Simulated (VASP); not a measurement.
Here is a VASP 6.6.1 calculation.

Contents of INCAR:

```
ALGO = Fast
EDIFF = 1E-6
ENCUT = 520
GGA = PS
ISIF = 2
ISMEAR = -1
LASPH = T
LCHARG = T
LELF = T
LREAL = F
LVHAR = T
LWAVE = F
NBANDS = 66
NELM = 100
PREC = Accurate
SIGMA = 0.1
```

File KPOINTS:

```
k-points
0
Gamma
  6 6 6
```

POSCAR

```
W
1.0
    5.0998871672      0.0000000000      0.0000000000
    0.0000000000      5.0998871672      0.0000000000
    0.0000000000      0.0000000000      5.0998871672
W
8
Direct
    0.0000000000      0.0000000000      0.0000000000
    0.5000000000      0.5000000000      0.5000000000
    0.0000000000      0.5000000000      0.2500000000
    0.0000000000      0.5000000000      0.7500000000
    0.2500000000      0.0000000000      0.5000000000
    0.7500000000      0.0000000000      0.5000000000
    0.5000000000      0.7500000000      0.0000000000
    0.5000000000      0.2500000000      0.0000000000
```

Potentials or basis: VASP PAW PBE potentials, release 64 (W_sv).

Launch:

```bash
$ cat potpaw_PBE.64/W_sv/POTCAR > POTCAR
$ mpirun -np 1 vasp_std > vasp.out
```

Question: Predict the pressure.

Answer: -11.0 GPa.

Question: Predict the band gap on the k mesh.

Answer: None (metal or under the smearing width).

Caveat: the PAW data sets were made with another functional, which shifts forces and pressure a little. Spin-orbit coupling is left out, which matters for the levels of W.
